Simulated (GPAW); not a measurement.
The system is MgB2.

```
CELL_PARAMETERS angstrom
3.08500 0.00000 0.00000
-1.54250 2.67169 0.00000
0.00000 0.00000 3.52300
ATOMIC_POSITIONS crystal
Mg 0.00000 0.00000 0.00000
B 0.66667 0.33333 0.50000
B 0.33333 0.66667 0.50000
```

```yaml
Program: GPAW 26.7.0
Task: relaxation of cell and atoms
Functional: PBEsol
Potentials_or_basis: PAW data sets generated in the run's folder for this functional
Cutoff: 800 eV
Basis: pw
k_mesh: 7 × 7 × 6
Occupations: fermi-dirac, width 0.05 eV
Spin: no spin polarisation
```

At the start: pressure -3.3 GPa; volume 9.68 Å³/atom.

Q: How do energy, volume and symmetry change on relaxing?

A: Over 3 steps the energy falls by 2.1 meV/atom and the volume is 9.48 Å³/atom (-2.0 %); space group P6/mmm (No. 191, to 0.05 Å).

Step by step:
```tsv
step	energy change (eV)	largest force (eV/Å)	pressure (GPa)	volume (Å³)
1	0.0000	0.0000	-3.27	29.04
2	-0.0016	0.0000	-2.83	28.96
3	-0.0062	0.0000	0.04	28.44
```

Final structure:
```cif
data_structure
_symmetry_space_group_name_H-M 'P 1'
_symmetry_Int_Tables_number 1
_cell_length_a 3.0589
_cell_length_b 3.0589
_cell_length_c 3.5102
_cell_angle_alpha 90.000
_cell_angle_beta 90.000
_cell_angle_gamma 120.000
_cell_volume 28.44
loop_
_atom_site_label
_atom_site_type_symbol
_atom_site_fract_x
_atom_site_fract_y
_atom_site_fract_z
_atom_site_occupancy
Mg1 Mg 0.00000 0.00000 0.00000 1
B1 B 0.66667 0.33333 0.50000 1
B2 B 0.33333 0.66667 0.50000 1
```

Caveat: later steps reuse the first step's grids.
